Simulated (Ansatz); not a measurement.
## GaAs: energy against volume and a worked fit

It takes space group F-43m (No. 216, cubic). Conventional cell: a = 5.654 Å, b = 5.654 Å, c = 5.654 Å, α = 90.00°, β = 90.00°, γ = 90.00°. Around As (site symmetry -43m) lie 4 Ga at 2.45 Å. Ga (site symmetry -43m) has 4 As at 2.45 Å as nearest neighbours.

The cell was scaled at fixed shape and fractions and run with Ansatz, Ansatz PAW, cutoff 500 eV; r2SCAN+D3(BJ), k mesh 8 × 8 × 8 on the cell of 2 atoms, fermi-dirac occupations of 0.05 eV, no spin polarisation, no spin-orbit coupling. The potentials were made for PBE. Energies are those that the program minimises, any entropy of the smearing included.

| V (Å³/atom) | energy over the lowest row (meV/atom) |
| --- | --- |
| 21.2342 | 15.801 |
| 21.6860 | 5.583 |
| 22.1378 | 0.499 |
| 22.5896 | 0.000 |
| 23.0414 | 3.600 |
| 23.4932 | ? |
| 23.9450 | 21.389 |

Problem. Fit the third-order Birch-Murnaghan form, give V0, B0 and B′, and predict the energy left open.

Solution. With y = (V0/V)^(2/3), E = E0 + (9 V0 B0/16) [(y - 1)³ B′ + (y - 1)² (6 - 4y)]. Least squares through the rows shown give V0 = 22.4139 Å³/atom, E0 = -0.318 meV, B0 = 75.22 GPa (1 eV/Å³ = 160.218 GPa) and B′ = 4.59, with a largest miss of 0.001 meV. At V = 23.4932 the form with these constants gives 10.858 meV; the run gave 10.858 meV an atom. Measured volume: 22.58 Å³/atom at 298 K (a printed reference work), so the fit lies -0.7 % from it. The runs are for a static lattice.
